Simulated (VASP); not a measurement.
## A VASP 6.6.1 single-point calculation on HgTe

INCAR

```
NELM = 89
LREAL = .FALSE.
LWAVE = .FALSE.
SIGMA = 0.02
IBRION = -1
NBANDS = 16
PREC = Accurate
ISMEAR = -1
NSW = 0
LCHARG = .FALSE.
EDIFF = 1E-8
ENCUT = 520
ISIF = 2
LASPH = .TRUE.
GGA = PE
```

KPOINTS

```
KPOINTS created by Atomic Simulation Environment
0
Gamma
6 6 6
0 0 0
```

POSCAR

```
Hg Te
 1.0000000000000000
     0.0000000000000000    3.3056036763000001    3.3056036763000001
     3.3056036763000001    0.0000000000000000    3.3056036763000001
     3.3056036763000001    3.3056036763000001    0.0000000000000000
 Hg  Te
   1   1
Cartesian
  0.0000000000000000  0.0000000000000000  0.0000000000000000
  1.6528018381500000  1.6528018381500000  1.6528018381500000
```

The recommended PBE PAW datasets give the neutral cell 18 valence electrons.

Command

```
mpirun -np 1 vasp_std
```

How does this run end, and what does it give?

It converged. Results: gap between bands v and c on the k mesh 0.00 eV; least direct gap on the k mesh 0.00 eV; pressure 0.7 GPa. Band v is the last that the valence electrons fill when counted band by band, and c is the next.

OSZICAR

```
N       E                     dE             d eps       ncg     rms          rms(c)
DAV:   1     0.106574207803E+03    0.10657E+03   -0.80145E+03   512   0.965E+02
DAV:   2    -0.147705969153E+00   -0.10672E+03   -0.10003E+03   600   0.226E+02
DAV:   3    -0.380761251792E+01   -0.36599E+01   -0.36533E+01   616   0.434E+01
DAV:   4    -0.384244522658E+01   -0.34833E-01   -0.34830E-01   776   0.385E+00
DAV:   5    -0.384252808936E+01   -0.82863E-04   -0.82863E-04   656   0.179E-01    0.660E+00
DAV:   6    -0.364449413316E+01    0.19803E+00   -0.38867E-01   592   0.805E+00    0.531E+00
DAV:   7    -0.363821068084E+01    0.62835E-02   -0.89300E-02   568   0.199E+00    0.209E+00
DAV:   8    -0.363775135264E+01    0.45933E-03   -0.90153E-03   584   0.106E+00    0.461E-01
DAV:   9    -0.363778156422E+01   -0.30212E-04   -0.72490E-04   632   0.303E-01    0.985E-02
DAV:  10    -0.363781158993E+01   -0.30026E-04   -0.89241E-05   592   0.827E-02    0.452E-02
DAV:  11    -0.363782612977E+01   -0.14540E-04   -0.27904E-05   600   0.363E-02    0.241E-02
DAV:  12    -0.363782511697E+01    0.10128E-05   -0.31709E-06   600   0.119E-02    0.155E-02
DAV:  13    -0.363782507720E+01    0.39763E-07   -0.34589E-07   624   0.298E-03    0.601E-03
DAV:  14    -0.363782499619E+01    0.81012E-07   -0.24484E-07   560   0.450E-03    0.328E-03
DAV:  15    -0.363782501108E+01   -0.14886E-07   -0.24843E-08   672   0.125E-03    0.192E-03
DAV:  16    -0.363782505228E+01   -0.41200E-07   -0.25061E-09   448   0.303E-04    0.346E-04
DAV:  17    -0.363782504335E+01    0.89310E-08   -0.86114E-10   304   0.175E-04
   1 F= -.36378250E+01 E0= -.36376482E+01  d E =-.353697E-03
```

For comparison, a separate PBE run of the intended cell, on usual settings and not on those above, gives a gap of 0.00 eV on its mesh and a pressure of 0.7 GPa.
